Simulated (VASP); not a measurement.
Input of a VASP 6.6.1 run:

The input INCAR:

```
PREC     = Accurate       # precision mode
ENCUT    = 520            # plane-wave cutoff, eV
EDIFF    = 1E-6           # SCF threshold, eV
ISMEAR   = 1              # smearing method
SIGMA    = 0.1            # smearing width, eV
LREAL    = F              # projectors in reciprocal space
LASPH    = T              # aspherical terms in the spheres
NELM     = 80             # most SCF steps
ALGO     = Normal         # electronic algorithm
ISIF     = 2              # what is computed and relaxed
LWAVE    = F              # write WAVECAR
LCHARG   = F              # write CHGCAR
LMAXMIX  = 4              # l up to which the mixer works
METAGGA  = R2SCAN         # meta-GGA
LMIXTAU  = T            
NBANDS   = 13             # bands
KPAR     = 4
```

KPOINTS

```
Automatic mesh
0
Gamma
  16 16 16
```

POSCAR

```
Mo                                      
1.0
   -1.5653291279      1.5653291279      1.5653291279
    1.5653291279     -1.5653291279      1.5653291279
    1.5653291279      1.5653291279     -1.5653291279
  Mo            
     1
Direct
     0.0000000000000000    0.0000000000000000    0.0000000000000000
```

The input KPOINTS_OPT:

```
explicit points
128
Reciprocal
 0.0000000000  0.0000000000  0.0000000000 1
 0.0555555556 -0.0555555556  0.0555555556 1
 0.1111111111 -0.1111111111  0.1111111111 1
 0.1666666667 -0.1666666667  0.1666666667 1
 0.2222222222 -0.2222222222  0.2222222222 1
 0.2777777778 -0.2777777778  0.2777777778 1
 0.3333333333 -0.3333333333  0.3333333333 1
 0.3888888889 -0.3888888889  0.3888888889 1
 0.4444444444 -0.4444444444  0.4444444444 1
 0.5000000000 -0.5000000000  0.5000000000 1
 0.5000000000 -0.5000000000  0.5000000000 1
 0.4444444444 -0.4444444444  0.5000000000 1
 0.3888888889 -0.3888888889  0.5000000000 1
 0.3333333333 -0.3333333333  0.5000000000 1
 0.2777777778 -0.2777777778  0.5000000000 1
 0.2222222222 -0.2222222222  0.5000000000 1
 0.1666666667 -0.1666666667  0.5000000000 1
 0.1111111111 -0.1111111111  0.5000000000 1
 0.0555555556 -0.0555555556  0.5000000000 1
 0.0000000000  0.0000000000  0.5000000000 1
 0.0000000000  0.0000000000  0.5000000000 1
 0.0000000000  0.0000000000  0.4444444444 1
 0.0000000000  0.0000000000  0.3888888889 1
 0.0000000000  0.0000000000  0.3333333333 1
 0.0000000000  0.0000000000  0.2777777778 1
 0.0000000000  0.0000000000  0.2222222222 1
 0.0000000000  0.0000000000  0.1666666667 1
 0.0000000000  0.0000000000  0.1111111111 1
 0.0000000000  0.0000000000  0.0555555556 1
 0.0000000000  0.0000000000  0.0000000000 1
 0.0000000000  0.0000000000  0.0000000000 1
 0.0277777778  0.0277777778  0.0277777778 1
 0.0555555556  0.0555555556  0.0555555556 1
 0.0833333333  0.0833333333  0.0833333333 1
 0.1111111111  0.1111111111  0.1111111111 1
 0.1388888889  0.1388888889  0.1388888889 1
 0.1666666667  0.1666666667  0.1666666667 1
 0.1944444444  0.1944444444  0.1944444444 1
 0.2222222222  0.2222222222  0.2222222222 1
 0.2500000000  0.2500000000  0.2500000000 1
 0.2500000000  0.2500000000  0.2500000000 1
 0.2777777778  0.1666666667  0.2777777778 1
 0.3055555556  0.0833333333  0.3055555556 1
 0.3333333333  0.0000000000  0.3333333333 1
 0.3611111111 -0.0833333333  0.3611111111 1
 0.3888888889 -0.1666666667  0.3888888889 1
 0.4166666667 -0.2500000000  0.4166666667 1
 0.4444444444 -0.3333333333  0.4444444444 1
 0.4722222222 -0.4166666667  0.4722222222 1
 0.5000000000 -0.5000000000  0.5000000000 1
 0.2500000000  0.2500000000  0.2500000000 1
 0.2222222222  0.2222222222  0.2777777778 1
 0.1944444444  0.1944444444  0.3055555556 1
 0.1666666667  0.1666666667  0.3333333333 1
 0.1388888889  0.1388888889  0.3611111111 1
 0.1111111111  0.1111111111  0.3888888889 1
 0.0833333333  0.0833333333  0.4166666667 1
 0.0555555556  0.0555555556  0.4444444444 1
 0.0277777778  0.0277777778  0.4722222222 1
 0.0000000000  0.0000000000  0.5000000000 1
 0.0000000000  0.0000000000  0.0000000000 1
-0.0030050000  0.0030050000  0.0030050000 1
 0.0030050000 -0.0030050000 -0.0030050000 1
-0.0087645900  0.0087645900  0.0087645900 1
 0.0087645900 -0.0087645900 -0.0087645900 1
 0.0000000000 -0.0000000000  0.0042497100 1
-0.0000000000  0.0000000000 -0.0042497100 1
-0.0000000000  0.0000000000  0.0123950000 1
 0.0000000000 -0.0000000000 -0.0123950000 1
 0.0017349400  0.0017349400  0.0017349400 1
-0.0017349400 -0.0017349400 -0.0017349400 1
 0.0050602400  0.0050602400  0.0050602400 1
-0.0050602400 -0.0050602400 -0.0050602400 1
-0.0042497100  0.0042497100 -0.0000000000 1
 0.0042497100 -0.0042497100  0.0000000000 1
-0.0123950000  0.0123950000  0.0000000000 1
 0.0123950000 -0.0123950000 -0.0000000000 1
 0.5000000000 -0.5000000000  0.5000000000 1
 0.4969950000 -0.4969950000  0.5030050000 1
 0.5030050000 -0.5030050000  0.4969950000 1
 0.4912354100 -0.4912354100  0.5087645900 1
 0.5087645900 -0.5087645900  0.4912354100 1
 0.5000000000 -0.5000000000  0.5042497100 1
 0.5000000000 -0.5000000000  0.4957502900 1
 0.5000000000 -0.5000000000  0.5123950000 1
 0.5000000000 -0.5000000000  0.4876050000 1
 0.5017349400 -0.4982650600  0.5017349400 1
 0.4982650600 -0.5017349400  0.4982650600 1
 0.5050602400 -0.4949397600  0.5050602400 1
 0.4949397600 -0.5050602400  0.4949397600 1
 0.4957502900 -0.4957502900  0.5000000000 1
 0.5042497100 -0.5042497100  0.5000000000 1
 0.4876050000 -0.4876050000  0.5000000000 1
 0.5123950000 -0.5123950000  0.5000000000 1
 0.2500000000  0.2500000000  0.2500000000 1
 0.2469950000  0.2530050000  0.2530050000 1
 0.2530050000  0.2469950000  0.2469950000 1
 0.2412354100  0.2587645900  0.2587645900 1
 0.2587645900  0.2412354100  0.2412354100 1
 0.2500000000  0.2500000000  0.2542497100 1
 0.2500000000  0.2500000000  0.2457502900 1
 0.2500000000  0.2500000000  0.2623950000 1
 0.2500000000  0.2500000000  0.2376050000 1
 0.2517349400  0.2517349400  0.2517349400 1
 0.2482650600  0.2482650600  0.2482650600 1
 0.2550602400  0.2550602400  0.2550602400 1
 0.2449397600  0.2449397600  0.2449397600 1
 0.2457502900  0.2542497100  0.2500000000 1
 0.2542497100  0.2457502900  0.2500000000 1
 0.2376050000  0.2623950000  0.2500000000 1
 0.2623950000  0.2376050000  0.2500000000 1
 0.0000000000  0.0000000000  0.5000000000 1
-0.0030050000  0.0030050000  0.5030050000 1
 0.0030050000 -0.0030050000  0.4969950000 1
-0.0087645900  0.0087645900  0.5087645900 1
 0.0087645900 -0.0087645900  0.4912354100 1
 0.0000000000 -0.0000000000  0.5042497100 1
-0.0000000000  0.0000000000  0.4957502900 1
-0.0000000000  0.0000000000  0.5123950000 1
 0.0000000000 -0.0000000000  0.4876050000 1
 0.0017349400  0.0017349400  0.5017349400 1
-0.0017349400 -0.0017349400  0.4982650600 1
 0.0050602400  0.0050602400  0.5050602400 1
-0.0050602400 -0.0050602400  0.4949397600 1
-0.0042497100  0.0042497100  0.5000000000 1
 0.0042497100 -0.0042497100  0.5000000000 1
-0.0123950000  0.0123950000  0.5000000000 1
 0.0123950000 -0.0123950000  0.5000000000 1
```

Potentials or basis: VASP PAW PBE potentials, release 64 (Mo_sv).

Run with:

```sh
$ cat potpaw_PBE.64/Mo_sv/POTCAR > POTCAR
$ mpirun -np 4 vasp_std > vasp.out
```

**Question.** Predict the band gap along the path.

**Answer.** None (metal or under the smearing width).

**Question.** What does it give for the pressure?

**Answer.** 6.3 GPa.

Levels at the corners of the path, in eV from the Fermi level:
| point | band 5 | band 6 | band 7 | band 8 | band 9 | band 10 |
| --- | --- | --- | --- | --- | --- | --- |
| Γ | -7.73 | -1.47 | -1.47 | -1.47 | 1.94 | 1.94 |
| H | -5.81 | -5.81 | 4.25 | 4.25 | 4.25 | 9.62 |
| H | -5.81 | -5.81 | 4.25 | 4.25 | 4.25 | 9.62 |
| N | -5.72 | -3.69 | 1.65 | 1.93 | 2.65 | 5.06 |
| N | -5.72 | -3.69 | 1.65 | 1.93 | 2.65 | 5.06 |
| Γ | -7.73 | -1.47 | -1.47 | -1.47 | 1.94 | 1.94 |
| Γ | -7.73 | -1.47 | -1.47 | -1.47 | 1.94 | 1.94 |
| P | -2.86 | -2.86 | -2.86 | 2.79 | 2.79 | 10.48 |
| P | -2.86 | -2.86 | -2.86 | 2.79 | 2.79 | 10.48 |
| H | -5.81 | -5.81 | 4.25 | 4.25 | 4.25 | 9.62 |
| P | -2.86 | -2.86 | -2.86 | 2.79 | 2.79 | 10.48 |
| N | -5.72 | -3.69 | 1.65 | 1.93 | 2.65 | 5.06 |

Caveat: the PAW data sets were made with another functional, which shifts forces and pressure a little.
